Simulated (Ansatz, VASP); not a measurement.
**One calculation of Si, two programs**

Contents of INCAR:

```
  PREC = Accurate
  ENCUT = 600
  EDIFF = 1E-7
  ISMEAR = 0
  SIGMA = 0.02
  LREAL = F
  LASPH = T
  NELM = 100
  ALGO = Normal
  ISIF = 3
  LWAVE = F
  LCHARG = F
  GGA = PS
  IBRION = 2
  NSW = 100
  EDIFFG = -0.002
```

File KPOINTS:

```
Automatic mesh
0
Gamma
  12 12 12
```

Contents of POSCAR:

```
Si
1.0
    0.0000000000      2.7169171026      2.7169171026
    2.7169171026      0.0000000000      2.7169171026
    2.7169171026      2.7169171026      0.0000000000
Si
2
Direct
    0.7500000000      0.7500000000      0.7500000000
    0.5000000000      0.5000000000      0.5000000000
```

Input for Ansatz:

```yaml
crystal:
  lattice:
    - [0.0, 2.7169171026, 2.7169171026]
    - [2.7169171026, 0.0, 2.7169171026]
    - [2.7169171026, 2.7169171026, 0.0]
  atoms:
    - { symbol: Si, position: [0.75, 0.75, 0.75] }
    - { symbol: Si, position: [0.5, 0.5, 0.5] }
basis:
  ecutwfc: 420
kpoints:
  mp_grid: { grid: [12, 12, 12] }
hamiltonian:
  xc: pbesol
scf:
  occupations: { method: gaussian, width: 0.02 }
output:
  forces: true
  stress: true
  eigenvalues: true
  write_density: true
  write_potential: true
  elf: true
  volumetric_format: npy
relax:
  adjacent_minimum: "off"
  f_tol: 0.002
  max_steps: 80
  cell: { stress_tol: 0.02 }
```

Alike in both runs: task relaxation of cell and atoms; functional PBEsol; k mesh 12 × 12 × 12; occupations gaussian, width 0.02 eV; no spin polarisation.

|  | VASP | Ansatz |
| --- | --- | --- |
| version | VASP 6.6.1 | Ansatz 0.2.0 |
| potentials or method | VASP PAW PBE potentials, release 64 (Si) | scalar-relativistic, plane waves, PAW |
| plane-wave cutoff (eV) | 600 | 420 |
| valence electrons in the cell | 8 | 8 |

|  | VASP | Ansatz | Ansatz less VASP |
| --- | --- | --- | --- |
| gap on the k mesh at the Fermi level, each at its own relaxed structure (eV) | 0.46 | 0.46 | +0.003 |
| relaxed volume (Å³/atom) | 20.08 | 20.06 | -0.021 |
| relaxed cell length with the largest relative difference (Å) | 3.844 | 3.842 | -0.0013 |

Caveats: the PAW data sets were made with another functional, which shifts forces and pressure a little (VASP). A k mesh can miss the band edges. As with any semilocal functional, this PBEsol gap is likely too small.
